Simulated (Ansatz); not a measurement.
Crystal: Bi.

```
Bi
1.0
    -1.98143    1.98143    1.98143
     1.98143   -1.98143    1.98143
     1.98143    1.98143   -1.98143
Bi
1
Direct
  0.00000 0.00000 0.00000
```

This isn't the form of Bi at room conditions, which is rhombohedral.

| Property | Result |
| --- | --- |
| Program | Ansatz 0.2.0 |
| Task | single point |
| Functional | PBEsol |
| Potentials or basis | Ansatz PAW |
| Cutoff | 420 eV (not typed: the program's choice for these potentials) |
| k mesh | 9 × 9 × 9 |
| Occupations | fermi-dirac, width 0.05 eV |
| Spin | no spin polarisation |

On this cell: pressure -2.0 GPa; band gap on the k mesh none (metal or under the smearing width).

The same run follows on a disturbed copy (cell strained at random at fixed volume):

```
CELL_PARAMETERS angstrom
-2.05109 1.93226 1.96372
2.00913 -1.95414 1.94364
2.06996 1.97301 -1.98560
ATOMIC_POSITIONS crystal
Bi 0.98622 0.98269 0.98033
```

**Question.** What changes?

**Answer.** The energy (extrapolated to zero smearing) moves by +5.9 meV/atom; pressure -1.9 GPa; band gap on the k mesh none (metal or under the smearing width).

Stress tensor (GPa, compression positive):
```
-2.65 -0.10  0.38
-0.10 -1.57  0.09
 0.38  0.09 -1.59
```

Caveats: spin-orbit coupling is left out, which moves the levels of the heavy elements; the PAW data sets come from PBE, with cores solved anew for the run's functional, which leaves a small shift of forces and pressure.
